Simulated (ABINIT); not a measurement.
## LiH (Fm-3m): G0W0 with ABINIT, start to end

Aim: the G0W0 gap of LiH (Fm-3m) on PBE, step by step.

Program: ABINIT 10.8.3. Level of theory: PBE and many-body steps on it, plane waves. Results are calculated unless marked as measured.

The database entry behind the starting cell differs from later determinations by our own check (the deuteride, about 0.2 % short), so it need not match the best structure at ambient conditions.

### 1. Set-up

The structure is cubic, space group Fm-3m (No. 225). The conventional cell has a = 4.074 Å, b = 4.074 Å, c = 4.074 Å, α = 90.00°, β = 90.00°, γ = 90.00°. Li has 6 H at 2.04 Å nearest. H has 6 Li at 2.04 Å nearest. Farther neighbours are not listed.

The cell and positions come from the Crystallography Open Database and are kept as given unless a step says otherwise.

### 2. Ground state

This step: ABINIT 10.8.3; DFT, PBE, plane waves, norm-conserving pseudopotentials.

The ground-state density comes first.

Input file run.abi:

```
acell 3*1.0 Angstrom
rprim 
  0.000000000000 2.036750000000 2.036750000000
  2.036750000000 -0.000000000000 2.036750000000
  2.036750000000 2.036750000000 -0.000000000000
ntypat 2
znucl 3 1
natom 2
typat 1 2
xred 
  0.000000000000 0.000000000000 0.000000000000
  0.500000000000 0.500000000000 0.500000000000
pp_dirpath "pseudos"
pseudos "Li.upf, H.upf"
ecut 33
ngkpt 8 8 8
nshiftk 1
shiftk 0 0 0
kptopt 1
chksymbreak 0
nband 7
occopt 1
tolvrs 1e-10
nstep 60
prtwf 0
optforces 0
optstress 0
indata_prefix "in"
outdata_prefix "out"
tmpdata_prefix "tmp"
```

Run with:

```sh
OMP_NUM_THREADS=1 mpirun -n 4 abinit run.abi > log
```

Numbers of over 12 decimals in the logs are rounded to 6 here.

Log:

```text
.Version 10.8.3 of ABINIT. v10.8.2 released Aug 2026.

 Symmetries : space group Fm -3 m (#225); Bravais cF (face-center cubic)
================================================================================
 Values of the parameters that define the memory need of the present run
     intxc =       0    ionmov =       0      iscf =       7    lmnmax =       4
     lnmax =       4     mgfft =      30  mpssoang =       2    mqgrid =    3001
     natom =       2  nloc_mem =       1    nspden =       1   nspinor =       1
    nsppol =       1      nsym =      48    n1xccc =       0    ntypat =       2
    occopt =       1   xclevel =       2
-    mband =           7        mffmem =           1         mkmem =           8
       mpw =        1042          nfft =       27000          nkpt =          29
================================================================================
  Rough estimation (10% accuracy) of disk space for files :
================================================================================

--------------------------------------------------------------------------------
------------- Echo of variables that govern the present computation ------------
--------------------------------------------------------------------------------
 -outvars: echo values of preprocessed input variables --------
            acell      1.8897261259E+00  1.8897261259E+00  1.8897261259E+00 Bohr

      chksymbreak           0
             ecut      3.30000000E+01 Hartree
-          fftalg         312

              ixc     -101130
              kpt      0.00000000E+00  0.00000000E+00  0.00000000E+00
                       1.25000000E-01  0.00000000E+00  0.00000000E+00
                       2.50000000E-01  0.00000000E+00  0.00000000E+00
                       3.75000000E-01  0.00000000E+00  0.00000000E+00
                       5.00000000E-01  0.00000000E+00  0.00000000E+00
                       1.25000000E-01  1.25000000E-01  0.00000000E+00
                       2.50000000E-01  1.25000000E-01  0.00000000E+00
                       3.75000000E-01  1.25000000E-01  0.00000000E+00
                       5.00000000E-01  1.25000000E-01  0.00000000E+00
   [... 18 further rows ...]
                      -3.75000000E-01  5.00000000E-01  1.25000000E-01
                      -2.50000000E-01  5.00000000E-01  2.50000000E-01
         kptrlatt        8    0    0      0    8    0      0    0    8
          kptrlen      4.35453291E+01
P           mkmem           8
            natom           2
            nband           7
            ngfft          30      30      30
             nkpt          29
            nstep          60
             nsym          48
           ntypat           2
              occ      2.000000  2.000000  0.000000  0.000000  0.000000  0.000000
                       0.000000
        optforces           0
        optstress           0
            prtwf           0
            rprim      0.0000000000E+00  2.0367500000E+00  2.0367500000E+00
[...]
spgroup         225

           tolvrs      1.00000000E-10

             xred      0.0000000000E+00  0.0000000000E+00  0.0000000000E+00
[...]
znucl        3.00000    1.00000

================================================================================

 chkinp: Checking input parameters for consistency.

================================================================================
== DATASET  1 ==================================================================
-   mpi_nproc: 4, omp_nthreads: 1 (-1 if OMP is not activated)

--- !DatasetInfo
iteration_state: {dtset: 1, }
dimensions: {natom: 2, nkpt: 29, mband: 7, nsppol: 1, nspinor: 1, nspden: 1, mpw: 1042, }
cutoff_energies: {ecut:  33.0, pawecutdg:  -1.0, }
electrons: {nelect:   4.00000000E+00, charge:   0.00000000E+00, occopt:   1.00000000E+00, tsmear:   1.00000000E-02, }

 Real(R)+Recip(G) space primitive vectors, cartesian coordinates (Bohr,Bohr^-1):
 R(1)=  0.0000000  3.8488997  3.8488997  G(1)= -0.1299073  0.1299073  0.1299073
 R(2)=  3.8488997  0.0000000  3.8488997  G(2)=  0.1299073 -0.1299073  0.1299073
 R(3)=  3.8488997  3.8488997  0.0000000  G(3)=  0.1299073  0.1299073 -0.1299073
 Unit cell volume ucvol=  1.1403542E+02 bohr^3
 Angles (23,13,12)=  6.00000000E+01  6.00000000E+01  6.00000000E+01 degrees

 getcut: wavevector=  0.0000  0.0000  0.0000  ngfft=  30  30  30
         ecut(hartree)=     33.000   => boxcut(ratio)=   2.13368

--- Pseudopotential description ------------------------------------------------
- Li Generated using ONCVPSP code by D. R. Hamann
-  3.00000   3.00000  171031                  znucl, zion, pspdat
12 -101130 1 -1 1944                          pspcod,pspxc,lmax,lloc,mmax
     nproj     2     2
  pspatm : epsatm=    2.74360059
         --- l  ekb(1:nproj) -->
[...]
pspatm: atomic psp has been read  and splines computed

- H Generated using ONCVPSP code by D. R. Hamann
-  1.00000   1.00000  171031                  znucl, zion, pspdat
12 -101130 1 -1 1166                          pspcod,pspxc,lmax,lloc,mmax
     nproj     2     1
  pspatm : epsatm=    0.36186929
         --- l  ekb(1:nproj) -->
             0   -1.701123   -0.534484
             1   -0.503321
 pspatm: atomic psp has been read  and splines computed

   1.24218795E+01                                ecore*ucvol(ha*bohr**3)
--------------------------------------------------------------------------------

_setup2: Arith. and geom. avg. npw (full set) are    1032.553    1032.522

================================================================================

--- !BeginCycle
iteration_state: {dtset: 1, }
solver: {iscf: 7, nstep: 60, nline: 4, wfoptalg: 0, }
tolerances: {tolvrs: 1.00E-10, }

     iter   Etot(hartree)      deltaE(h)  residm     vres2
 ETOT  1  -7.811692    -7.812E+00 6.179E-02 2.587E+01
 ETOT  2  -7.817687    -5.995E-03 2.470E-04 4.040E-01
 ETOT  3  -7.817700    -1.248E-05 1.186E-04 6.596E-03
 ETOT  4  -7.817700    -1.199E-07 2.107E-04 1.152E-04
 ETOT  5  -7.817700    -3.355E-09 9.743E-05 1.581E-07
 ETOT  6  -7.817700    -7.541E-12 9.509E-05 2.306E-09
 ETOT  7  -7.817700    -1.421E-14 3.678E-05 2.465E-11

 At SCF step    7       vres2   =  2.47E-11 < tolvrs=  1.00E-10 =>converged.

--- !ResultsGS
iteration_state: {dtset: 1, }
comment   : Summary of ground state results
lattice_vectors:
- [  0.0000000,   3.8488997,   3.8488997, ]
- [  3.8488997,  -0.0000000,   3.8488997, ]
- [  3.8488997,   3.8488997,  -0.0000000, ]
lattice_lengths: [   5.44317,    5.44317,    5.44317, ]
lattice_angles: [ 60.000,  60.000,  60.000, ] # degrees, (23, 13, 12)
lattice_volume:   1.1403542E+02
convergence: {deltae: -1.421E-14, res2:  2.465E-11, residm:  3.678E-05, diffor:  0.000E+00, }
etotal    :  -7.81769999E+00
entropy   :   0.00000000E+00
fermie    :  -1.27892219E-02
cartesian_stress_tensor: null
pressure_GPa: null
xred      :
- [  0.0000E+00,   0.0000E+00,   0.0000E+00, Li]
- [  5.0000E-01,   5.0000E-01,   5.0000E-01,  H]
cartesian_forces: null
force_length_stats: {min: null, max: null, mean: null, }

 Integrated electronic density in atomic spheres:
 ------------------------------------------------
 Atom  Sphere_radius  Integrated_density
    1        2.00000          2.24993717
    2        2.00000          1.27207296
================================================================================

 ----iterations are completed or convergence reached----

 Mean square residual over all n,k,spin=   27.132E-08; max=  36.778E-06
 reduced coordinates (array xred) for    2 atoms
       0.000000000000      0.000000000000      0.000000000000
       0.500000000000      0.500000000000      0.500000000000
 rms dE/dt=  0.0000E+00; max dE/dt=  0.0000E+00; dE/dt below (all hartree)
    1       0.000000000000      0.000000000000      0.000000000000
    2       0.000000000000      0.000000000000      0.000000000000

 cartesian coordinates (angstrom) at end:
    1      0.000000     0.000000     0.000000
    2      2.036750     2.036750     2.036750
 length scales=  1.889726125908  1.889726125908  1.889726125908 bohr
              =  1.000000000000  1.000000000000  1.000000000000 angstroms
 prteigrs : about to open file out_EIG
 Fermi (or HOMO) energy (hartree) =  -0.01279   Average Vxc (hartree)=  -0.30380
 Eigenvalues (hartree) for nkpt=  29  k points:
 kpt#   1, nband=  7, wtk=  0.00195, kpt=  0.0000  0.0000  0.0000 (reduced coord)
  -1.64081   -0.20586    0.55593    0.62682    0.62682    0.62682    0.79790
 prteigrs : prtvol=0 or 1, do not print more k-points.

--- !EnergyTerms
iteration_state     : {dtset: 1, }
comment             : Components of total free energy in Hartree
kinetic             :  5.77687050537605E+00
hartree             :  1.64440145734382E+00
xc                  : -2.05284246565356E+00
Ewald energy        : -3.40272690322020E+00
psp_core            :  1.08930009251063E-01
local_psp           : -5.17068083719169E+00
non_local_psp       : -4.72165175675936E+00
total_energy        : -7.81769999085388E+00
total_energy_eV     : -2.12730454006327E+02
band_energy         : -3.46840377958160E+00

== END DATASET(S) ==============================================================
================================================================================

 -outvars: echo values of variables after computation  --------
           etotal     -7.8176999909E+00
            nband           7
             nkpt          29
          spgroup         225
 [... the other variables as echoed above ...]

 Calculation completed.
```

The job ended after 2.4 s (4 MPI ranks of Arm Neoverse V2, shared host; peak memory 0.07 GiB; 9 s of CPU time).

Numbers from this step:

```yaml
total_energy: -212.7305 eV
gap: 3.022 eV
k_of_the_valence_top: 0.5, 0.5, 0
k_of_the_conduction_bottom: 0.5, 0.5, 0
least_direct_gap: 3.022 eV
```

The gap is direct, at (0.500, 0.500, 0.000).

### 3. Bands along the symmetry lines

The cheap functional maps the bands first; the places of the edges decide which points the dearer methods must see.

Input file run.abi:

```
acell 3*1.0 Angstrom
rprim 
  0.000000000000 2.036750000000 2.036750000000
  2.036750000000 -0.000000000000 2.036750000000
  2.036750000000 2.036750000000 -0.000000000000
ntypat 2
znucl 3 1
natom 2
typat 1 2
xred 
  0.000000000000 0.000000000000 0.000000000000
  0.500000000000 0.500000000000 0.500000000000
pp_dirpath "pseudos"
pseudos "Li.upf, H.upf"
ecut 33
iscf -2
irdden 1
kptopt 0
nkpt 50
kpt 
  0.00000000 0.00000000 0.00000000
  0.06250000 0.00000000 0.06250000
  0.12500000 0.00000000 0.12500000
  0.18750000 0.00000000 0.18750000
  0.25000000 0.00000000 0.25000000
  0.31250000 0.00000000 0.31250000
  0.37500000 0.00000000 0.37500000
  0.43750000 0.00000000 0.43750000
  0.50000000 0.00000000 0.50000000
  0.51562500 0.03125000 0.51562500
  0.53125000 0.06250000 0.53125000
  0.54687500 0.09375000 0.54687500
  0.56250000 0.12500000 0.56250000
  0.57812500 0.15625000 0.57812500
  0.59375000 0.18750000 0.59375000
  0.60937500 0.21875000 0.60937500
  0.62500000 0.25000000 0.62500000
  0.37500000 0.37500000 0.75000000
  0.32812500 0.32812500 0.65625000
  0.28125000 0.28125000 0.56250000
  0.23437500 0.23437500 0.46875000
  0.18750000 0.18750000 0.37500000
  0.14062500 0.14062500 0.28125000
  0.09375000 0.09375000 0.18750000
  0.04687500 0.04687500 0.09375000
  0.00000000 0.00000000 0.00000000
  0.06250000 0.06250000 0.06250000
  0.12500000 0.12500000 0.12500000
  0.18750000 0.18750000 0.18750000
  0.25000000 0.25000000 0.25000000
  0.31250000 0.31250000 0.31250000
  0.37500000 0.37500000 0.37500000
  0.43750000 0.43750000 0.43750000
  0.50000000 0.50000000 0.50000000
  0.50000000 0.46875000 0.53125000
  0.50000000 0.43750000 0.56250000
  0.50000000 0.40625000 0.59375000
  0.50000000 0.37500000 0.62500000
  0.50000000 0.34375000 0.65625000
  0.50000000 0.31250000 0.68750000
  0.50000000 0.28125000 0.71875000
  0.50000000 0.25000000 0.75000000
  0.50000000 0.21875000 0.71875000
  0.50000000 0.18750000 0.68750000
  0.50000000 0.15625000 0.65625000
  0.50000000 0.12500000 0.62500000
  0.50000000 0.09375000 0.59375000
  0.50000000 0.06250000 0.56250000
  0.50000000 0.03125000 0.53125000
  0.50000000 0.00000000 0.50000000
istwfk *1
nband 9
nbdbuf 2
tolwfr 1e-08
nstep 40
prtwf 0
prtvol 0
indata_prefix "in"
outdata_prefix "out"
tmpdata_prefix "tmp"
```

Log:

```text
.Version 10.8.3 of ABINIT. v10.8.2 released Aug 2026.

 Symmetries : space group Fm -3 m (#225); Bravais cF (face-center cubic)
[... echo of the input left out ...]
== DATASET  1 ==================================================================
-   mpi_nproc: 4, omp_nthreads: 1 (-1 if OMP is not activated)

--- !DatasetInfo
iteration_state: {dtset: 1, }
dimensions: {natom: 2, nkpt: 50, mband: 9, nsppol: 1, nspinor: 1, nspden: 1, mpw: 1056, }
cutoff_energies: {ecut:  33.0, pawecutdg:  -1.0, }
electrons: {nelect:   4.00000000E+00, charge:   0.00000000E+00, occopt:   1.00000000E+00, tsmear:   1.00000000E-02, }

 Real(R)+Recip(G) space primitive vectors, cartesian coordinates (Bohr,Bohr^-1):
 R(1)=  0.0000000  3.8488997  3.8488997  G(1)= -0.1299073  0.1299073  0.1299073
 R(2)=  3.8488997  0.0000000  3.8488997  G(2)=  0.1299073 -0.1299073  0.1299073
 R(3)=  3.8488997  3.8488997  0.0000000  G(3)=  0.1299073  0.1299073 -0.1299073
 Unit cell volume ucvol=  1.1403542E+02 bohr^3
 Angles (23,13,12)=  6.00000000E+01  6.00000000E+01  6.00000000E+01 degrees

 getcut: wavevector=  0.0000  0.0000  0.0000  ngfft=  30  30  30
         ecut(hartree)=     33.000   => boxcut(ratio)=   2.13368

--- Pseudopotential description ------------------------------------------------
- Li Generated using ONCVPSP code by D. R. Hamann
-  3.00000   3.00000  171031                  znucl, zion, pspdat
12 -101130 1 -1 1944                          pspcod,pspxc,lmax,lloc,mmax
     nproj     2     2
  pspatm : epsatm=    2.74360059
         --- l  ekb(1:nproj) -->
             0   -4.951544   -1.544797
             1   -2.250661   -0.474685
 pspatm: atomic psp has been read  and splines computed

- H Generated using ONCVPSP code by D. R. Hamann
-  1.00000   1.00000  171031                  znucl, zion, pspdat
12 -101130 1 -1 1166                          pspcod,pspxc,lmax,lloc,mmax
     nproj     2     1
  pspatm : epsatm=    0.36186929
         --- l  ekb(1:nproj) -->
             0   -1.701123   -0.534484
             1   -0.503321
 pspatm: atomic psp has been read  and splines computed

--------------------------------------------------------------------------------

================================================================================
 prteigrs : about to open file out_EIG
 Non-SCF case, kpt    1 (  0.00000  0.00000  0.00000), residuals and eigenvalues=
  1.04E-09  5.73E-09  1.06E-09  9.15E-09  1.08E-09  6.52E-09  3.73E-09  6.83E-07
  9.41E-08
 -1.6408E+00 -2.0586E-01  5.5593E-01  6.2682E-01  6.2682E-01  6.2682E-01
[...]
Non-SCF case, kpt    2 (  0.06250  0.00000  0.06250), residuals and eigenvalues=
  4.88E-09  5.09E-09  3.30E-09  6.01E-10  5.35E-10  9.11E-10  8.80E-09  1.05E-07
  1.20E-07
 -1.6407E+00 -2.0249E-01  5.3564E-01  5.9928E-01  5.9928E-01  6.4245E-01
[...]
Non-SCF case, kpt    3 (  0.12500  0.00000  0.12500), residuals and eigenvalues=
  3.91E-09  2.31E-09  2.95E-09  8.49E-10  2.84E-09  5.00E-09  1.54E-09  2.70E-06
  8.58E-09
 -1.6405E+00 -1.9235E-01  4.9312E-01  5.4826E-01  5.4826E-01  6.5630E-01
[...]
Non-SCF case, kpt   49 (  0.50000  0.03125  0.53125), residuals and eigenvalues=
[...]
-1.6390E+00 -1.3086E-02  9.9547E-02  3.6416E-01  3.7742E-01  5.0546E-01
[...]
Non-SCF case, kpt   50 (  0.50000  0.00000  0.50000), residuals and eigenvalues=
[...]
-1.6390E+00 -1.2789E-02  9.8269E-02  3.7629E-01  3.7629E-01  4.9077E-01
[...]
--- !ResultsGS
iteration_state: {dtset: 1, }
comment   : Summary of ground state results
lattice_vectors:
- [  0.0000000,   3.8488997,   3.8488997, ]
- [  3.8488997,  -0.0000000,   3.8488997, ]
- [  3.8488997,   3.8488997,  -0.0000000, ]
lattice_lengths: [   5.44317,    5.44317,    5.44317, ]
lattice_angles: [ 60.000,  60.000,  60.000, ] # degrees, (23, 13, 12)
lattice_volume:   1.1403542E+02
convergence: {deltae:  0.000E+00, res2:  0.000E+00, residm:  9.990E-09, diffor:  0.000E+00, }
etotal    :  -7.81769999E+00
entropy   :   0.00000000E+00
fermie    :  -1.27892219E-02
cartesian_stress_tensor: null
pressure_GPa: null
xred      :
- [  0.0000E+00,   0.0000E+00,   0.0000E+00, Li]
- [  5.0000E-01,   5.0000E-01,   5.0000E-01,  H]
cartesian_forces: null
force_length_stats: {min: null, max: null, mean: null, }

 Integrated electronic density in atomic spheres:
 ------------------------------------------------
 Atom  Sphere_radius  Integrated_density
[...]
================================================================================

 ----iterations are completed or convergence reached----

 Mean square residual over all n,k,spin=   29.651E-10; max=  99.900E-10
 reduced coordinates (array xred) for    2 atoms
       0.000000000000      0.000000000000      0.000000000000
       0.500000000000      0.500000000000      0.500000000000

 cartesian coordinates (angstrom) at end:
    1      0.000000     0.000000     0.000000
    2      2.036750     2.036750     2.036750
 length scales=  1.889726125908  1.889726125908  1.889726125908 bohr
              =  1.000000000000  1.000000000000  1.000000000000 angstroms
 prteigrs : about to open file out_EIG
 Eigenvalues (hartree) for nkpt=  50  k points:
 kpt#   1, nband=  9, wtk=  1.00000, kpt=  0.0000  0.0000  0.0000 (reduced coord)
[...]
kpt#   2, nband=  9, wtk=  1.00000, kpt=  0.0625  0.0000  0.0625 (reduced coord)
[...]
kpt#   3, nband=  9, wtk=  1.00000, kpt=  0.1250  0.0000  0.1250 (reduced coord)
[...]
kpt#  49, nband=  9, wtk=  1.00000, kpt=  0.5000  0.0313  0.5313 (reduced coord)
  -1.63896   -0.01309    0.09955    0.36416    0.37742    0.50546    0.59859    1.20315
   1.22809
 kpt#  50, nband=  9, wtk=  1.00000, kpt=  0.5000  0.0000  0.5000 (reduced coord)
  -1.63897   -0.01279    0.09827    0.37629    0.37629    0.49077    0.59808    1.22697
   1.22753

== END DATASET(S) ==============================================================
================================================================================

 -outvars: echo values of variables after computation  --------
            nband           9
             nkpt          50
          spgroup         225
 [... the other variables as echoed above ...]

 Calculation completed.
```

Run time: 2.1 s. Hardware: 4 MPI ranks; peak memory 0.07 GiB.

Numbers from this step:

* gap: 3.022 eV
* k of the valence top: 0.5, 0, 0.5
* k of the conduction bottom: 0.5, 0, 0.5
* least direct gap: 3.022 eV

The gap is 3.022 eV, as in the run before at this level.

Electronic bands along the path, in eV, zero at the top of the highest filled band; v1 is the highest filled band, c1 the lowest empty one:

```
    point      v2     v1     c1     c2     c3     c4
        Γ  -44.30  -5.25  15.48  17.40  17.40  17.40
  halfway  -44.28  -3.75  10.13  12.73  12.73  15.96
        X  -44.25   0.00   3.02  10.59  10.59  13.70
  halfway  -44.25  -0.08   3.30   8.96  10.86  15.50
        U  -44.25  -0.47   4.13   7.41  11.68  15.68
jump to K  -44.25  -0.47   4.13   7.41  11.68  15.68
  halfway  -44.27  -3.67   9.75   9.89  15.65  16.99
        Γ  -44.30  -5.25  15.48  17.40  17.40  17.40
  halfway  -44.28  -4.21   9.46  14.60  16.21  16.21
        L  -44.26  -2.49   4.80  13.25  16.07  16.07
  halfway  -44.26  -1.61   5.00   8.66  12.93  15.97
        W  -44.25  -0.20   5.24   5.24  11.40  17.12
  halfway  -44.25  -0.10   3.58   7.93  10.99  16.83
        X  -44.25   0.00   3.02  10.59  10.59  13.70
```

The electronic bands as a text plot (rows in eV, shown from -8.0 to 9.0 only):

```
    8.7 |              ++     ++                      +       +
    8.0 |       ++       +    ++             ++              +
    7.2 |                 ++++                         +
    6.5 |                   ++                 +        +   +
    5.8 |         +                                      + +
    5.1 |                  +                    +++++++++++
    4.4 |                 +                                ++
    3.7 |          ++   ++                                   +
    3.0 |            +++                                      +++
    2.3 |
    1.6 |
    0.9 |
    0.2 |            ****                                  ******
   -0.6 |          **    **                             ***
   -1.3 |                  *                          **
   -2.0 |         *         **                      **
   -2.7 |       **            **                ****
   -3.4 |                       *            ***
   -4.1 |    ***                 **         *
   -4.8 | ***                      ***   ***
   -5.5 |*                            ***
   -6.2 |
   -6.9 |
   -7.6 |
         Γ           X  U|K            Γ         L        W     X
```

(Part 1 of 2 ends here.)

[Paths, hosts, dates, memory and timing lines, banners, echoed tables and standing remarks are left out of the program output.]

[Logs are printed without paths, hosts, clocks, repeated set-up lines and the standing remarks that a program may print on its own settings, such as how far it seeks lower states.]

[Runs of the session that timed out or met a known fault of the program may be left out.]

[Hosts, paths, dates, database ids (printed as entryN), source tags and the programs' standing remarks are cut or masked in the printed files.]

[G0W0 gaps are taken among the corrected bands and points alone; a level outside them can change the order at an edge.]

[Where Ansatz stands beside ABINIT at settings called matched, ABINIT's density can come from a denser mesh and the files from another edition; pairs whose starting gaps differed by over 0.03 eV were left out, so agreement reads better than it is.]
